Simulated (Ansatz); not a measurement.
**ZrS2: deformation potentials from a series**

```xyz
3
Lattice="3.6300 0.0000 0.0000 -1.8150 3.1437 0.0000 0.0000 0.0000 5.8500" Properties=species:S:1:pos:R:3 pbc="T T T"
Zr    0.0000    0.0000    0.0000
S     0.0000    2.0958    1.4578
S     1.8150    1.0479    4.3922
```

Atom numbers follow the list: Zr1, S2, S3.

The cell is COD entry 5910006, as deposited and not checked against the literature; nothing was relaxed.

These are results of DFT, PBEsol, all-electron LAPW, scalar-relativistic (Ansatz 0.2.0), not measurements.

Numerical set-up: a Γ-centred 10×10×5 k mesh, Fermi–Dirac smearing of 0.01 eV, basis error target 1 meV/atom, no spin polarisation.

The cell is scaled evenly. Fractional coordinates are held (clamped ions).

Only quantities that a quadratic follows smoothly over the whole series are listed; rougher ones are left out.

```csv
ln(V/Vcell),direct gap at Γ (eV),smallest gap on mesh and path (eV)
-0.0619,1.515,0.645
-0.0408,1.512,0.675
-0.0202,1.507,0.702
-0.0101,1.504,0.715
0.0000,1.501,0.722
0.0198,1.494,0.749
0.0392,1.486,0.769
0.0583,1.478,0.786
```

Question: Fit the series and give the slopes at zero strain.

Answer: Least-squares fits y = p0 + p1 x + p2 x² to the rows give direct gap at Γ (eV): p1 = -0.318, p2 = -1.4; smallest gap on mesh and path (eV): p1 = 1.17, p2 = -2.1. So dEg/dln V = -0.3 eV for the direct gap at Γ, which isn't the fundamental gap here: that one has dEg/dln V = 1.2 eV. Semilocal gaps are too small, but their slopes carry over better.

Question: One run, at ln(V/Vcell) = 0.0100, is withheld. Predict its row.

Answer: The fits give 1.498, 0.737; the run gave 1.498, 0.739.
